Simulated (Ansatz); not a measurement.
# Si4N: the cost of one run

Computed with Ansatz 0.2.0 (DFT PBE+D3(BJ), scalar-relativistic, plane waves, PAW, unless a step's input says otherwise).

5 further runs of the same task are left out: 5 set aside as unsound or not needed. Runs told in other sessions of the task aren't counted.

**1. The starting structure**

It takes space group Pm (No. 6, monoclinic). The conventional cell has a = 3.833 Å, b = 3.833 Å, c = 21.103 Å, α = 90.00°, β = 90.00°, γ = 90.00°. Si (site symmetry m) has 2 Si at 2.35 Å in its first shell of neighbours. Si (site symmetry m) has 4 Si at 2.35 to 2.38 Å in its first shell of neighbours. Around Si (site symmetry m) lie 4 Si at 2.34 to 2.38 Å. Si (site symmetry m) is surrounded by 2 Si at 2.34 Å. Around N (site symmetry m) lie 1 Si at 3.33 Å.

As a file:

```cif
data_structure
_symmetry_space_group_name_H-M 'Pm'
_symmetry_Int_Tables_number 6
_cell_length_a 3.8333
_cell_length_b 3.8333
_cell_length_c 21.1035
_cell_angle_alpha 90.000
_cell_angle_beta 90.000
_cell_angle_gamma 90.000
_cell_volume 310.11
loop_
_atom_site_label
_atom_site_type_symbol
_atom_site_symmetry_multiplicity
_atom_site_Wyckoff_symbol
_atom_site_fract_x
_atom_site_fract_y
_atom_site_fract_z
_atom_site_occupancy
Si1 Si 1 b 0.00000 0.50000 0.18954 1
Si2 Si 1 a 0.00000 0.00000 0.25376 1
Si3 Si 1 a 0.50000 0.00000 0.32071 1
Si4 Si 1 b 0.50000 0.50000 0.38399 1
N1 N 1 b 0.87500 0.50000 0.52614 1
```

This is the geometry of the first run shown, built on a cell relaxed beforehand with the same method.

**2. What is varied**

Atoms count from 1 in the order of the input.

N is moved over the surface cell at a fixed height above a rigid substrate; the origin of the map has the adsorbate above Si4; the height is held at 3.00 Å.

First coordinate, position of N5 along the first surface vector, from above Si4: 8 values from 0.000 to 0.875, periodic. Second coordinate, position of N5 along the second surface vector, from above Si4: 8 values from 0.000 to 0.875, periodic.

Nothing else is relaxed. Points are written as (first, second).

The two vectors of the plane (Å): (3.833, 0.000, 0.000); (0.000, 3.833, 0.000).

**3. Point (3/8, 0/8) of the map's two axes**

A dipole layer in the vacuum cancels the field that periodic copies would set up if the slab's two faces differ.

Contents of input.yaml:

```yaml
crystal:
  lattice:
    - [3.8333442755, 0.0, 0.0]
    - [0.0, 3.8333442755, 0.0]
    - [0.0, 0.0, 21.1034818114]
  atoms:
    - { symbol: Si, position: [0.0, 0.5, 0.1895421825] }
    - { symbol: Si, position: [0.0, 0.0, 0.2537634269] }
    - { symbol: Si, position: [0.5, 0.0, 0.3207061922] }
    - { symbol: Si, position: [0.5, 0.5, 0.383987907] }
    - { symbol: "N", position: [0.875, 0.5, 0.5261445439], spin: 3.0 }
basis:
  ecutwfc: 420
kpoints:
  mp_grid: { grid: [7, 7, 1] }
hamiltonian:
  xc: pbe
  pseudopotentials: { kind: paw, azcp: { folder: soft_1 } }
  dispersion: d3bj
scf:
  occupations: { method: gaussian, width: 0.05 }
output:
  forces: true
  eigenvalues: true
  populations: true
magnetization:
  spin_polarized: true
efield:
  axis: 3
  dipole_correction: true
  ramp_width: 0.04
```

Started as:

```sh
$ ansatz run input.yaml --threads 1 --pin off --max-ram 3072MiB --backend cpu --events-out ev --progress --plain --runs-dir out
```

**Question.** How long does this run take on 1 thread of Arm Neoverse V2, shared host, and how much memory does it need?

About 24 s, with a peak of 0.47 GiB.
